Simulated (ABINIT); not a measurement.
# Co (P6_3/mmc) in ABINIT: a series of runs

Aim: see how the results for Co move with the level of theory and the settings. Levels: PBEsol, PBE. Tasks: single point.

Everything below comes from runs of ABINIT 10.8.3 (patched build). Logs are shortened: lines on timing, memory, paths and dates and some standing lists are left out, and cuts for length are marked. The log counts tension as positive stress, the text compression.

## 1. Starting point

The structure is hexagonal, space group P6_3/mmc (No. 194). Conventional cell: a = 2.471 Å, b = 2.471 Å, c = 8.088 Å, α = 90.00°, β = 90.00°, γ = 120.00°. Co (site symmetry -6m2) has 12 Co at 2.47 Å as nearest neighbours. Around Co (site symmetry -3m) lie 12 Co at 2.47 Å.

## 2. Single point, PBEsol, collinear spin, ferromagnetic start

File run.abi:

```
pp_dirpath "./"
pseudos "Co.GGA_PBE-JTH.xml"

acell 4.6686851399 4.66868514 15.2845467139
rprim
     1.0000000000     0.0000000000     0.0000000000
    -0.5000000000     0.8660254038     0.0000000000
     0.0000000000     0.0000000000     1.0000000000
ntypat 1
znucl 27
natom 4
typat 1 1 1 1
xcart
     2.3343425701     1.3477333110    11.4634100355
     0.0000000000     0.0000000000     7.6422733570
    -0.0000000003     2.6954666224     3.8211366785
     0.0000000000     0.0000000000     0.0000000000

ecut 707.496042 eV
pawecutdg 48.0
pawxcdev 0

kptopt 1
ngkpt 12 12 4
nshiftk 1
shiftk 0.0 0.0 0.0

ixc -116133

nband 43
occopt 3
tsmear 0.00183747

nsppol 2
spinat
     0.0000000000     0.0000000000     5.0000000000
     0.0000000000     0.0000000000     5.0000000000
     0.0000000000     0.0000000000     5.0000000000
     0.0000000000     0.0000000000     5.0000000000

nstep 100
tolvrs 1.0e-9

iomode 3
prtwf 0
prtden 0
prteig 0
prtebands 0
enunit 1
```

Potentials or basis: JTH PAW PBE v2.0.

Launch:

```sh
mpirun --bind-to none -np 4 abinit run.abi > log 2>&1
```

run.abo:

```text
.Version 10.8.3 of ABINIT
 Symmetries : space group P6_3/m m c (#194); Bravais hP (primitive hexag.)
================================================================================
 Values of the parameters that define the memory need of the present run
     intxc =       0    ionmov =       0      iscf =      17    lmnmax =      18
     lnmax =       6     mgfft =      72  mpssoang =       3    mqgrid =    4767
     natom =       4  nloc_mem =       2    nspden =       2   nspinor =       1
    nsppol =       2      nsym =      24    n1xccc =       1    ntypat =       1
    occopt =       3   xclevel =       2
       mpw =        1865          nfft =       41472          nkpt =          57
Pmy_natom=         1
 PAW method is used; the additional fine FFT grid is defined by:
   mgfftf=        96    nfftf =     86400
================================================================================
================================================================================

--------------------------------------------------------------------------------
------------- Echo of variables that govern the present computation ------------
--------------------------------------------------------------------------------
 -outvars: echo values of preprocessed input variables --------
            acell      4.6686851399E+00  4.6686851400E+00  1.5284546714E+01 Bohr
              amu      5.89332000E+01
             ecut      2.60000000E+01 Hartree
           enunit           1
                       outvar_i_n : Printing only first  50 k-points.
              ixc     -116133
                       outvar_i_n : Printing only first  50 k-points.
         kptrlatt       12    0    0      0   12    0      0    0    4
          kptrlen      5.60242217E+01
            natom           4
            nband          43
            ngfft          24      24      72
          ngfftdg          30      30      96
             nkpt          57
           nspden           2
           nsppol           2
            nstep         100
             nsym          24
           ntypat           1
                       prtocc : prtvol=0, do not print more k-points.
                       1.000000  1.000000  1.000000  1.000000  1.000000  1.000000
                       1.000000  1.000000  1.000000  1.000000  1.000000  1.000000
                       1.000000  1.000000  1.000000  1.000000  1.000000  1.000000
                       1.000000  1.000000  1.000000  1.000000  1.000000  1.000000
                       1.000000  1.000000  1.000000  1.000000  1.000000  1.000000
                       1.000000  1.000000  1.000000  1.000000  0.000000  0.000000
                       0.000000  0.000000  0.000000  0.000000  0.000000  0.000000
                       0.000000
                       1.000000  1.000000  1.000000  1.000000  1.000000  1.000000
                       1.000000  1.000000  1.000000  1.000000  1.000000  1.000000
                       1.000000  1.000000  1.000000  1.000000  1.000000  1.000000
                       1.000000  1.000000  1.000000  1.000000  1.000000  1.000000
                       1.000000  1.000000  1.000000  1.000000  1.000000  1.000000
                       1.000000  1.000000  1.000000  1.000000  0.000000  0.000000
                       0.000000  0.000000  0.000000  0.000000  0.000000  0.000000
                       0.000000
                       1.000000  1.000000  1.000000  1.000000  1.000000  1.000000
[... 368 lines left out ...]
                       1.000000  1.000000  1.000000  1.000000  1.000000  1.000000
                       1.000000  1.000000  1.000000  1.000000  1.000000  1.000000
                       1.000000  1.000000  1.000000  1.000000  1.000000  1.000000
                       1.000000  1.000000  1.000000  1.000000  1.000000  1.000000
                       1.000000  1.000000  1.000000  1.000000  0.000000  0.000000
                       0.000000  0.000000  0.000000  0.000000  0.000000  0.000000
                       0.000000
                       1.000000  1.000000  1.000000  1.000000  1.000000  1.000000
                       1.000000  1.000000  1.000000  1.000000  1.000000  1.000000
                       1.000000  1.000000  1.000000  1.000000  1.000000  1.000000
                       1.000000  1.000000  1.000000  1.000000  1.000000  1.000000
                       1.000000  1.000000  1.000000  1.000000  1.000000  1.000000
                       1.000000  1.000000  1.000000  1.000000  0.000000  0.000000
                       0.000000  0.000000  0.000000  0.000000  0.000000  0.000000
                       0.000000
                       prtocc : prtvol=0, do not print more k-points.
           occopt           3
        pawecutdg      4.80000000E+01 Hartree
         pawxcdev           0
           prtden           0
        prtebands           0
           prteig           0
            prtwf           0
            rprim      1.0000000000E+00  0.0000000000E+00  0.0000000000E+00
                      -5.0000000000E-01  8.6602540380E-01  0.0000000000E+00
                       0.0000000000E+00  0.0000000000E+00  1.0000000000E+00
          spgroup         194
           spinat      0.0000000000E+00  0.0000000000E+00  5.0000000000E+00
                       0.0000000000E+00  0.0000000000E+00  5.0000000000E+00
                       0.0000000000E+00  0.0000000000E+00  5.0000000000E+00
                       0.0000000000E+00  0.0000000000E+00  5.0000000000E+00
           tolvrs      1.00000000E-09
           tsmear      1.83747000E-03 Hartree
            typat      1  1  1  1
           useylm           1
                       outvars : Printing only first  50 k-points.
           xangst      1.2352808896E+00  7.1318975413E-01  6.0661753459E+00
                      -2.6459002406E-11 -4.8567567501E-11  4.0441168973E+00
                      -4.4098095048E-11  1.4263795083E+00  2.0220584486E+00
                      -2.6459002406E-11 -4.8567567501E-11  2.6458140410E-11
[... 125 lines left out ...]
force_length_stats: {min:   3.27272452E-28, max:   3.33564396E-28, mean:   3.30417515E-28, }
...

 Integrated electronic and magnetization densities in atomic spheres:
 ------------------------------------------------------------------------------------------------------------
 Radius=ratsph(iatom), smearing ratsm=  0.0000. Diff(up-dn)=approximate z local magnetic moment.
    Atom    Radius    up_density   dn_density  Total(up+dn)  Diff(up-dn)
    1 Co   2.10903     8.638183     6.915817     15.553999     1.722366
    2 Co   2.10903     8.630196     6.928130     15.558326     1.702066
    3 Co   2.10903     8.638183     6.915817     15.553999     1.722366
    4 Co   2.10903     8.630196     6.928130     15.558326     1.702066
 ------------------------------------------------------------------------------------------------------------
  Sum:                34.536757    27.687893     62.224651     6.848864
 Total magnetization (from the atomic spheres):                6.848864
 Total magnetization (exact up - dn):                          6.585970

================================================================================

 ----iterations are completed or convergence reached----

 Mean square residual over all n,k,spin=   88.692E-09; max=  27.549E-05
 reduced coordinates (array xred) for    4 atoms
       0.666666666645      0.333333333311      0.750000000003
      -0.000000000022     -0.000000000023      0.500000000003
       0.333333333311      0.666666666644      0.250000000003
      -0.000000000022     -0.000000000023      0.000000000003
 rms dE/dt=  1.0996E-27; max dE/dt=  5.0487E-29; dE/dt below (all hartree)
    1      -0.000000000000      0.000000000000      0.000000000000
    2      -0.000000000000      0.000000000000      0.000000000000
    3      -0.000000000000      0.000000000000     -0.000000000000
    4      -0.000000000000      0.000000000000      0.000000000000

 cartesian coordinates (angstrom) at end:
    1      1.23528088958497     0.71318975412658     6.06617534589475
    2     -0.00000000002646    -0.00000000004857     4.04411689727199
    3     -0.00000000004410     1.42637950830172     2.02205844864922
    4     -0.00000000002646    -0.00000000004857     0.00000000002646

 cartesian forces (hartree/bohr) at end:
    1      0.00000000000000     0.00000000000000    -0.00000000000000
    2     -0.00000000000000    -0.00000000000000    -0.00000000000000
    3      0.00000000000000     0.00000000000000     0.00000000000000
    4     -0.00000000000000    -0.00000000000000    -0.00000000000000
 frms,max,avg= 1.9077096E-28 2.8566948E-28   0.000E+00  0.000E+00  0.000E+00 h/b

 cartesian forces (eV/Angstrom) at end:
    1      0.00000000000000     0.00000000000000    -0.00000000000000
    2     -0.00000000000000    -0.00000000000000    -0.00000000000000
    3      0.00000000000000     0.00000000000000     0.00000000000000
    4     -0.00000000000000    -0.00000000000000    -0.00000000000000
 frms,max,avg= 9.8098374E-27 1.4689715E-26   0.000E+00  0.000E+00  0.000E+00 e/A
 length scales=  4.668685139900  4.668685140000 15.284546713900 bohr
              =  2.470561779241  2.470561779293  8.088233794491 angstroms
 Fermi (or HOMO) energy (eV) =  14.32711   Average Vxc (eV)= -13.02102
 Eigenvalues (   eV  ) for nkpt=  57  k points, SPIN UP:
 kpt#   1, nband= 43, wtk=  0.00174, kpt=  0.0000  0.0000  0.0000 (reduced coord)
 -81.53670  -81.52027  -81.48493  -81.46841  -45.08118  -44.94735  -44.86967  -44.76364
 -44.76364  -44.74521  -44.74521  -44.73348  -44.73347  -44.73347  -44.71497  -44.71497
   5.09535    7.32522    7.34950    8.98509   11.22693   11.26033   11.52160   11.52160
  11.55785   11.55785   11.57129   11.81117   11.81117   11.88053   11.88053   12.51281
  12.51281   12.84195   12.84195   13.15815   13.15815   13.55534   13.55534   13.89187
  20.50032   28.98184   28.98596
 prteigrs : prtvol=0 or 1, do not print more k-points.

 Eigenvalues (   eV  ) for nkpt=  57  k points, SPIN DOWN:
 kpt#   1, nband= 43, wtk=  0.00174, kpt=  0.0000  0.0000  0.0000 (reduced coord)
 -79.46395  -79.43646  -79.42830  -79.40069  -43.07403  -42.90468  -42.87659  -42.74302
 -42.74302  -42.71933  -42.71933  -42.71592  -42.71592  -42.70436  -42.69217  -42.69217
   5.17283    7.48209    7.48665    9.93258   12.59405   12.64603   13.18649   13.18649
  13.18751   13.19729   13.19729   13.48390   13.48390   13.53277   13.53277   13.92949
  14.39020   14.39020   14.74956   14.74956   15.03815   15.03815   15.47853   15.47853
  21.57470   29.47027   29.50033
 prteigrs : prtvol=0 or 1, do not print more k-points.

--- !EnergyTerms
iteration_state     : {dtset: 1, }
comment             : Components of total free energy in Hartree
kinetic             :  4.71403116209461E+01
hartree             :  1.36215882740215E+02
xc                  : -1.25576107037119E+01
Ewald energy        : -4.01040252138045E+02
psp_core            :  1.42548728102856E+01
local_psp           : -4.71480865574084E+02
PAW spherical_terms :  1.02198682602600E+02
internal            : -5.85268978641793E+02
'-kT*entropy'       : -1.24727651366300E-03
total_energy        : -5.85270225918307E+02
total_energy_eV     : -1.59260141757356E+04
...

--- !EnergyTermsDC
iteration_state     : {dtset: 1, }
comment             : '"Double-counting" decomposition of free energy'
band_energy         : -4.67550145278808E+01
Ewald energy        : -4.01040252138045E+02
psp_core            :  1.42548728102856E+01
xc_dc               : -1.32352726161852E+02
PAW spherical_terms : -1.93758574210032E+01
internal            : -5.85268977438495E+02
'-kT*entropy'       : -1.24727651366300E-03
total_energy_dc     : -5.85270224715009E+02
total_energy_dc_eV  : -1.59260141429922E+04
...

--- !EnergyTermsWithPAWCore
iteration_state     : {dtset: 1, }
comment             : 'Components of total free energy, including PAW core contributions'
Total energy        : -5.56892351416967E+03
Total energy DC     : -5.56892351296637E+03
Total energy (eV)   : -1.51538128718397E+05
Total energy DC (eV): -1.51538128685653E+05
...

 Cartesian components of stress tensor (hartree/bohr^3)
  sigma(1 1)=  1.15781798E-04  sigma(3 2)=  0.00000000E+00
  sigma(2 2)=  1.15781794E-04  sigma(3 1)=  0.00000000E+00
  sigma(3 3)=  2.60944393E-04  sigma(2 1)=  6.12404322E-13

-Cartesian components of stress tensor (GPa)         [Pressure= -4.8300E+00 GPa]
- sigma(1 1)=  3.40641811E+00  sigma(3 2)=  0.00000000E+00
- sigma(2 2)=  3.40641799E+00  sigma(3 1)=  0.00000000E+00
- sigma(3 3)=  7.67724908E+00  sigma(2 1)=  1.80175572E-08

== END DATASET(S) ==============================================================
================================================================================

 -outvars: echo values of variables after computation  --------
            acell      4.6686851399E+00  4.6686851400E+00  1.5284546714E+01 Bohr
           etotal     -5.8527022472E+02
            fcart      2.8386714483E-28  1.6909365414E-28 -1.2386799609E-30
                      -2.8566947591E-28 -1.7221538314E-28 -1.3763110676E-31
                       2.8386714483E-28  1.6909365414E-28  1.5139421744E-30
                      -2.8206481375E-28 -1.6597192514E-28 -1.3763110676E-31
            rprim      1.0000000000E+00  0.0000000000E+00  0.0000000000E+00
                      -5.0000000000E-01  8.6602540380E-01  0.0000000000E+00
                       0.0000000000E+00  0.0000000000E+00  1.0000000000E+00
           strten      1.1578179814E-04  1.1578179424E-04  2.6094439252E-04
                       0.0000000000E+00  0.0000000000E+00  6.1240432150E-13
           xangst      1.2352808896E+00  7.1318975413E-01  6.0661753459E+00
                      -2.6459002406E-11 -4.8567567501E-11  4.0441168973E+00
                      -4.4098095048E-11  1.4263795083E+00  2.0220584486E+00
                      -2.6459002406E-11 -4.8567567501E-11  2.6458140410E-11
             xred      6.6666666664E-01  3.3333333331E-01  7.5000000000E-01
                      -2.2059557884E-11 -2.2699693976E-11  5.0000000000E-01
                       3.3333333331E-01  6.6666666664E-01  2.5000000000E-01
                      -2.2059557884E-11 -2.2699693976E-11  3.2711888753E-12
 Calculation completed.
```

It took 4.3 min on 4 MPI ranks of Intel Xeon Platinum 8259CL at 2.50GHz (Skylake/Cascade Lake), shared host; peak memory 0.72 GiB.

What came out:

| Property | Result |
| --- | --- |
| Free energy | -15926.0141 eV |
| Pressure | -4.8 GPa |
| Band gap on the k mesh | none (metal or under the smearing width) |
| Net moment | 6.59 μB per cell |
| Site moments | Co +1.72, +1.70 μB |
| Valence electrons inside the program's atomic spheres | Co 15.55, 15.56 (radii [1.1161] Å) |

Levels at points of the mesh, in eV from the Fermi level:
Spin up:
| k point | band 34 | band 35 | band 36 | band 37 | band 38 | band 39 | band 40 | band 41 | band 42 | band 43 |
| --- | --- | --- | --- | --- | --- | --- | --- | --- | --- | --- |
| (0.00, 0.00, 0.00) | -1.49 | -1.49 | -1.17 | -1.17 | -0.77 | -0.77 | -0.44 | 6.17 | 14.65 | 14.66 |
| (0.50, 0.00, 0.00) | -0.53 | -0.52 | -0.50 | 0.15 | 1.25 | 2.44 | 3.04 | 6.96 | 6.99 | 10.31 |
| (0.00, 0.00, 0.50) | -1.64 | -1.64 | -1.64 | -0.95 | -0.95 | -0.95 | -0.95 | 9.15 | 9.15 | 20.66 |
| (0.50, 0.00, 0.50) | -0.66 | -0.54 | -0.54 | 1.19 | 1.19 | 2.73 | 2.73 | 7.30 | 7.30 | 9.25 |
Spin down:
| k point | band 26 | band 27 | band 28 | band 29 | band 30 | band 31 | band 32 | band 33 | band 34 | band 35 |
| --- | --- | --- | --- | --- | --- | --- | --- | --- | --- | --- |
| (0.00, 0.00, 0.00) | -1.13 | -1.13 | -0.84 | -0.84 | -0.79 | -0.79 | -0.40 | 0.06 | 0.06 | 0.42 |
| (0.50, 0.00, 0.00) | -1.15 | -0.82 | -0.08 | -0.06 | 0.47 | 1.24 | 1.25 | 1.25 | 1.30 | 1.35 |
| (0.00, 0.00, 0.50) | -1.05 | -1.05 | -1.05 | -0.94 | -0.94 | -0.94 | -0.94 | 0.25 | 0.25 | 0.25 |
| (0.50, 0.00, 0.50) | -0.88 | -0.85 | -0.85 | -0.24 | -0.24 | 0.84 | 0.84 | 1.25 | 1.25 | 1.37 |

Caveat: the PAW data sets were made with another functional, which shifts forces and pressure a little; the moment fell far below its start of 5 μB, so a state of higher moment may lie lower in energy.

## 3. Single point, PBE, collinear spin, ferromagnetic start

Edit run.abi of step 2 so:

```diff
@@ -27,3 +27,3 @@
 
-ixc -116133
+ixc 11
```

Potentials or basis: JTH PAW PBE v2.0.

Launch:

```sh
mpirun --bind-to none -np 4 abinit run.abi > log 2>&1
```

Wall time 4.3 min (4 MPI ranks of Intel Xeon Platinum 8259CL at 2.50GHz (Skylake/Cascade Lake), shared host); peak memory 0.68 GiB.

Results (log left out):

```yaml
Free_energy: -15935.8417 eV
Pressure: 5.0 GPa
Band_gap_on_the_k_mesh: none (metal or under the smearing width)
Net_moment: 6.61 μB per cell
Site_moments: Co +1.74, +1.71 μB
Valence_electrons_inside_the_program's_atomic_spheres: Co 15.56 (radii [1.1161] Å)
```

Stress tensor (GPa, compression positive):
```
6.39 0.00 0.00
0.00 6.39 0.00
0.00 0.00 2.20
```

Levels at points of the mesh, in eV from the Fermi level:
Spin up:
| k point | band 34 | band 35 | band 36 | band 37 | band 38 | band 39 | band 40 | band 41 | band 42 | band 43 |
| --- | --- | --- | --- | --- | --- | --- | --- | --- | --- | --- |
| (0.00, 0.00, 0.00) | -1.52 | -1.52 | -1.20 | -1.20 | -0.81 | -0.81 | -0.39 | 6.19 | 14.69 | 14.69 |
| (0.50, 0.00, 0.00) | -0.56 | -0.55 | -0.53 | 0.19 | 1.29 | 2.45 | 3.06 | 6.98 | 7.01 | 10.34 |
| (0.00, 0.00, 0.50) | -1.68 | -1.68 | -1.68 | -0.98 | -0.98 | -0.98 | -0.98 | 9.17 | 9.17 | 20.70 |
| (0.50, 0.00, 0.50) | -0.69 | -0.56 | -0.56 | 1.20 | 1.20 | 2.75 | 2.75 | 7.32 | 7.32 | 9.27 |
Spin down:
```tsv
k point	band 26	band 27	band 28	band 29	band 30	band 31	band 32	band 33	band 34	band 35
(0.00, 0.00, 0.00)	-1.13	-1.13	-0.84	-0.84	-0.80	-0.80	-0.43	0.08	0.08	0.43
(0.50, 0.00, 0.00)	-1.14	-0.82	-0.08	-0.05	0.45	1.24	1.26	1.27	1.29	1.34
(0.00, 0.00, 0.50)	-1.05	-1.05	-1.05	-0.94	-0.94	-0.94	-0.94	0.26	0.26	0.26
(0.50, 0.00, 0.50)	-0.89	-0.84	-0.84	-0.26	-0.26	0.85	0.85	1.25	1.25	1.36
```

Caveat: the moment fell far below its start of 5 μB, so a state of higher moment may lie lower in energy.

## 4. The reference run

An earlier run on the cell as given: functional PBEsol; potentials or basis JTH PAW PBE v2.0; cutoff 707 eV; k mesh 12 × 12 × 4; occupations fermi-dirac, width 0.05 eV; collinear spin, ferromagnetic start; starting moments [2.0, 2.0, 2.0, 2.0] μB.

- Pressure: -4.8 GPa
- Band gap on the k mesh: none (metal or under the smearing width)
- Net moment: 6.59 μB per cell
- Site moments: Co +1.72, +1.70 μB
- Valence electrons inside the program's atomic spheres: Co 15.55, 15.56 (radii [1.1161] Å)
